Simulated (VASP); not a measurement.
Wanted: the native input for a VASP 6.6.1 run.

* Task: single point
* Functional: PBE
* Potentials or basis: VASP PAW PBE potentials, release 64 (Pt, Se)
* Cutoff: 520 eV
* k mesh: 6 × 6 × 4
* Occupations: fermi-dirac, width 0.02 eV
* Spin: no spin polarisation
* Dipole correction: no
* Further INCAR settings: ALGO = Fast; EDIFF = 1e-07; NBANDS = 18

The structure of PtSe2 (Sudovikovite) lies in POSCAR:

```
PtSe2
1.0
    3.7286599689      0.0000000000      0.0000000000
   -1.8643299844      3.2291142551      0.0000000000
    0.0000000000      0.0000000000      5.2770333368
Pt Se
1 2
Direct
    0.0000000000      0.0000000000      0.0000000000
    0.3333333333      0.6666666667      0.2462223103
    0.6666666667      0.3333333333      0.7537776897
```

The input as run:

INCAR

```
SYSTEM = PtSe2
PREC = Accurate ; ENCUT = 520
EDIFF = 1E-7 ; ISMEAR = -1
SIGMA = 0.02 ; LREAL = .FALSE.
LASPH = .TRUE. ; NELM = 100
ALGO = Fast ; ISIF = 2
LWAVE = .FALSE. ; LCHARG = .FALSE.
GGA = PE ; NBANDS = 18
```

KPOINTS

```
regular mesh
0
G
  6 6 4
  0 0 0
```

Potentials or basis: VASP PAW PBE potentials, release 64 (Pt, Se).

Launch:

```bash
$ cat potpaw_PBE.64/Pt/POTCAR potpaw_PBE.64/Se/POTCAR > POTCAR
$ mpirun -np 1 vasp_std > vasp.out
```

It gave:

The pressure is 3.8 GPa. The largest force is 0.172 eV/Å. The band gap on the k mesh is none (metal or under the smearing width).

It took 26 s on 1 thread of Intel(R) Xeon(R) Platinum 8488C (Sapphire Rapids) (shared host), peak memory 0.18 GiB.
